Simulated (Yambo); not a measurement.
**MgO: GW quasiparticle levels with PBEsol**

Crystal: MgO.

```
Mg O
1.0
     2.93802    0.00000    0.00000
    -1.46901    2.54440    0.00000
     0.00000    0.00000    2.67968
Mg O
1 1
Direct
  0.00000 0.00000 0.00000
  0.33333 0.66667 0.50000
```

Measurements of this composition are mostly on another form, of space group No. 225.

| Quantity | Value |
| --- | --- |
| Program | Yambo 5.3.0 |
| Task | GW quasiparticle levels |
| Functional | PBEsol |
| Potentials or basis | PseudoDojo 0.4.1 SR PBEsol standard |
| Cutoff | 1143 eV |
| Density cutoff | 4572 eV |
| k mesh | 3 × 3 × 4 |
| Occupations | fixed |
| Spin | no spin polarisation |
| k mesh of the self-consistent run | 12 × 12 × 10 |
| Random integration of the Coulomb term | yes |
| Direction of the field or of q to 0 | x + y + z |
| Broadening | 0.1 eV |
| States corrected | all k points |
| Frequency dependence of W | plasmon pole |
| Terminator of the band sum in the self-energy | Bruneval-Gonze |
| Quasiparticle equation | linearised (Newton) |
| Imaginary frequency of the plasmon-pole fit | 27.2114 eV |
| Self-consistency | eigenvalues in G and W |
| Bands in the response | 158 |
| Bands in the self-energy | 158 |
| Cutoff of the response matrix | 12 Ry |
| Cutoff of exchange and Vxc | 84 Ry |
| Bands corrected (first, last) | [6, 12] |

```yaml
Band_gap_on_the_k_mesh_mean-field_level: 2.94 eV, indirect (least direct gap 3.35 eV)
Quasiparticle_gap: 5.97 eV
Least_direct_quasiparticle_gap: 6.43 eV
Quasiparticle_gap_at_Γ: 6.43 eV
Band_gap_of_the_same_states_before_the_correction: 2.94 eV
```

Quasiparticle terms (eV):
| k point | band | Kohn-Sham level | Vxc | Σx | Σc | Z | result |
| --- | --- | --- | --- | --- | --- | --- | --- |
| (0.000, 0.000, 0.000) | 6 | -0.60 | -19.29 | -25.01 | 3.57 | 0.83 | -0.73 |
| (0.000, 0.000, 0.000) | 7 | -0.60 | -19.29 | -25.01 | 3.57 | 0.83 | -0.73 |
| (0.000, 0.000, 0.000) | 8 | -0.41 | -19.49 | -25.03 | 3.49 | 0.83 | -0.46 |
| (0.000, 0.000, 0.000) | 9 | 2.94 | -12.54 | -8.11 | -3.01 | 0.89 | 5.97 |
| (0.000, 0.000, 0.000) | 10 | 11.82 | -9.38 | -3.84 | -3.82 | 0.90 | 15.15 |
| (0.000, 0.000, 0.000) | 11 | 15.50 | -10.29 | -4.13 | -3.97 | 0.89 | 19.24 |
| (0.000, 0.000, 0.000) | 12 | 15.50 | -10.29 | -4.13 | -3.97 | 0.89 | 19.24 |
| (0.000, 0.000, 0.250) | 6 | -3.36 | -16.29 | -22.13 | 3.35 | 0.83 | -3.78 |
| (0.000, 0.000, 0.250) | 7 | -0.36 | -19.54 | -25.19 | 3.57 | 0.83 | -0.44 |
| (0.000, 0.000, 0.250) | 8 | -0.36 | -19.54 | -25.19 | 3.56 | 0.83 | -0.45 |
| (0.000, 0.000, 0.250) | 9 | 5.23 | -13.82 | -9.10 | -3.00 | 0.88 | 8.48 |
| (0.000, 0.000, 0.250) | 10 | 11.56 | -12.45 | -6.36 | -3.84 | 0.88 | 15.30 |
| (0.000, 0.000, 0.250) | 11 | 16.32 | -9.94 | -3.79 | -4.01 | 0.90 | 20.01 |
| (0.000, 0.000, 0.250) | 12 | 16.32 | -9.94 | -3.80 | -4.02 | 0.90 | 20.00 |
| (0.000, 0.000, -0.500) | 6 | -5.39 | -14.89 | -21.35 | 3.59 | 0.83 | -6.13 |
| (0.000, 0.000, -0.500) | 7 | -0.10 | -19.83 | -25.42 | 3.56 | 0.83 | -0.13 |
| (0.000, 0.000, -0.500) | 8 | -0.10 | -19.83 | -25.42 | 3.55 | 0.83 | -0.14 |
| (0.000, 0.000, -0.500) | 9 | 8.18 | -12.30 | -6.90 | -3.54 | 0.89 | 11.59 |
| (0.000, 0.000, -0.500) | 10 | 8.92 | -15.00 | -8.96 | -3.54 | 0.87 | 12.82 |
| (0.000, 0.000, -0.500) | 11 | 17.60 | -9.78 | -3.56 | -4.09 | 0.89 | 21.28 |

It took 29 min on 1 thread of Intel(R) Xeon(R) Platinum 8259CL CPU @ 2.50GHz (Skylake/Cascade Lake), with other jobs on the host.

Caveat: the k mesh is coarse (spacing up to 0.82 Å⁻¹), so the values aren't converged; between passes the levels were reset to the linearisation about the Kohn-Sham level, since this version mixes two points of expansion; the levels printed in its table differ; this version prints the column dSc/dw multiplied by 27.2; the terminator is approximate in this version, by hundredths of an eV; an odd mesh through Γ misses points on the zone boundary, where band edges often lie.
